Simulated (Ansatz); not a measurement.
How far is PAW off for Ga?

```
CELL_PARAMETERS angstrom
1.45000 -4.06500 0.00000
1.45000 4.06500 0.00000
0.00000 0.00000 3.17000
ATOMIC_POSITIONS crystal
Ga 0.86700 0.13300 0.25000
Ga 0.13300 0.86700 0.75000
```

Atom numbers follow the list: Ga1, Ga2.

Structure: COD 9012485, as refined from experiment and not relaxed.

Methods: DFT, PBE, PAW with Ansatz's default frozen-core files, scalar-relativistic (Ansatz 0.2.0); DFT, PBE, all-electron PAW with datasets made for the crystal, scalar-relativistic (Ansatz 0.2.0); DFT, PBE, all-electron LAPW, scalar-relativistic (Ansatz 0.2.0).

For PAW: a Γ-centred 15×15×13 k mesh, Fermi–Dirac smearing of 0.05 eV, cutoff 420 eV, no spin polarisation. The crystal-made all-electron datasets (AE datasets) take a cutoff of 240 eV at this cell. LAPW targets a basis error of 0.25 meV/atom. The Ansatz runs share mesh, smearing and spin set-up. Plane-wave (PAW) pressures include the program's estimate of the Pulay term.

Stress and pressure are positive in compression.

Levels count from the Fermi level.

```csv
quantity,PAW,AE datasets,LAPW
pressure (GPa),1.55,1.57,1.57
stress xx (GPa),-0.03,0.00,-0.01
stress yy (GPa),2.11,2.13,2.13
stress zz (GPa),2.55,2.58,2.58
"force on Ga1, y (eV/Å)",0.199,0.199,0.199
highest filled level at Y (eV),-8.577,-8.577,-8.577
lowest empty level at Y (eV),5.135,5.137,5.136
highest filled level at Z (eV),-7.407,-7.406,-7.406
lowest empty level at Z (eV),1.860,1.860,1.860
highest filled level at C0 (eV),-3.989,-3.989,-3.989
lowest empty level at C0 (eV),3.861,3.862,3.862
```
